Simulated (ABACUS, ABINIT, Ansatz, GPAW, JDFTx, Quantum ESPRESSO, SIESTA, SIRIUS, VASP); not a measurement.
## CsSnI3: 9 runs at one level of theory

```
Cs I Sn
1.0
     6.20570    0.00000    0.00000
     0.00000    6.20570    0.00000
     0.00000    0.00000    6.20570
Cs I Sn
1 3 1
Cartesian
  0.0000 0.0000 0.0000
  3.1029 3.1029 0.0000
  3.1029 0.0000 3.1029
  0.0000 3.1029 3.1029
  3.1029 3.1029 3.1029
```

The cell was measured well above room temperature.

Alike in all runs: task single point; functional PBEsol; k mesh 5 × 5 × 5; occupations fermi-dirac, width 0.05 eV; no spin polarisation; no spin-orbit coupling. Pressure is positive in compression and, in plane waves, holds the error of the finite cutoff.

```tsv
program and potentials	plane-wave cutoff (eV)	notes	pressure (GPa)
SIRIUS, PseudoDojo 0.4.1 PBEsol standard (scalar relativistic)	983	-	-0.66
ABACUS, PseudoDojo NC SR 0.4.1 PBEsol standard, plane waves	993	-	-0.66
JDFTx, PseudoDojo-SR-PBEsol-0.4.1-standard with smoothed tails	980	-	-0.66
ABINIT, PseudoDojo NC SR PBEsol v0.4.1 standard	980	-	-0.66
SIESTA, files PseudoDojo sr-pbesol-0.4.1-standard, DZP (energy shift 0.003 Ry; two zetas on semicore shells; d shell added on Cs)	-	atomic basis	-0.54
VASP, PBE PAW files Cs_sv, I, Sn_d, 520 eV	520	potentials made for PBE	-0.69
Quantum ESPRESSO, GBRV 1.5 PBEsol	925	-	?
Ansatz, all-electron LAPW, scalar-relativistic	-	-	-0.69
GPAW, PAW data sets generated for this functional	600	-	-0.69
```

Problem. Estimate from the other rows what the run with Quantum ESPRESSO, GBRV 1.5 PBEsol gave.

Solution. Pressure -0.73 GPa. The other rows, which needn't bracket it: pressure -0.69 to -0.54.
